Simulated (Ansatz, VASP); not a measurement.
# Fe: VASP beside Ansatz

INCAR

```
PREC     = Accurate       # precision mode
ENCUT    = 520            # plane-wave cutoff, eV
EDIFF    = 1E-7           # SCF threshold, eV
ISMEAR   = -1             # smearing method
SIGMA    = 0.05           # smearing width, eV
LREAL    = F              # projectors in reciprocal space
LASPH    = T              # aspherical terms in the spheres
NELM     = 100            # most SCF steps
ALGO     = Normal         # electronic algorithm
ISIF     = 2              # what is computed and relaxed
LWAVE    = F              # write WAVECAR
LCHARG   = F              # write CHGCAR
ISPIN    = 2              # spin polarisation
MAGMOM   = 3              # initial moments
LORBIT   = 11             # projections on sites
LMAXMIX  = 4              # l up to which the mixer works
GGA      = PE             # functional
NBANDS   = 14             # bands
```

File KPOINTS:

```
regular mesh
0
Gamma
  13 13 13
```

The input POSCAR:

```
Fe
1.0
    0.0000000000      1.9798226863      2.0036464209
    1.5278283418      0.0000000000      2.0036464209
    1.5278283418      1.9798226863      0.0000000000
Fe
1
Direct
    0.0000000000      0.0000000000      0.0000000000
```

File input.yaml:

```yaml
crystal:
  lattice:
    - [0.0, 1.9798226863, 2.0036464209]
    - [1.5278283418, 0.0, 2.0036464209]
    - [1.5278283418, 1.9798226863, 0.0]
  atoms:
    - { symbol: Fe, position: [0.0, 0.0, 0.0], spin: 3.0 }
hamiltonian:
  xc: pbe
  pseudopotentials: { kind: paw }
magnetization:
  spin_polarized: true
kpoints:
  mp_grid: { grid: [13, 13, 13] }
scf:
  occupations: { method: fermi_dirac, width: 0.05 }
output:
  forces: true
  stress: true
  eigenvalues: true
```

Change from the starting cell: volume scaled by 1.06.

Alike in both runs: task single point; functional PBE; k mesh 13 × 13 × 13; occupations fermi-dirac, width 0.05 eV; collinear spin, ferromagnetic start.

```csv
,VASP,Ansatz
version,VASP 6.6.1,Ansatz 0.2.0
potentials or method,"VASP PAW PBE potentials, release 64 (Fe)",Ansatz PAW
plane-wave cutoff (eV),520,420
valence electrons in the cell,8,16
```

VASP gave:

| Quantity | Value |
| --- | --- |
| gap on the k mesh at the Fermi level (eV) | none |
| pressure (GPa) | -9.1 |
| largest component of the traceless stress (GPa) | 3.70 |
| net moment per atom (μB) | 2.34 |
| size of the moment on the site where the two differ most (μB) | 2.35 |

Question: Which values does Ansatz return?

Answer: gap on the k mesh at the Fermi level (eV): none; pressure (GPa): -9.4; largest component of the traceless stress (GPa): 3.73; net moment per atom (μB): 2.32; size of the moment on the site where the two differ most (μB): 2.37.

Site moments also hang on the region over which each program counts them. A gap of «none» marks a metal or a gap that the smearing closes. The two sets of potentials don't hold the same shells in valence.
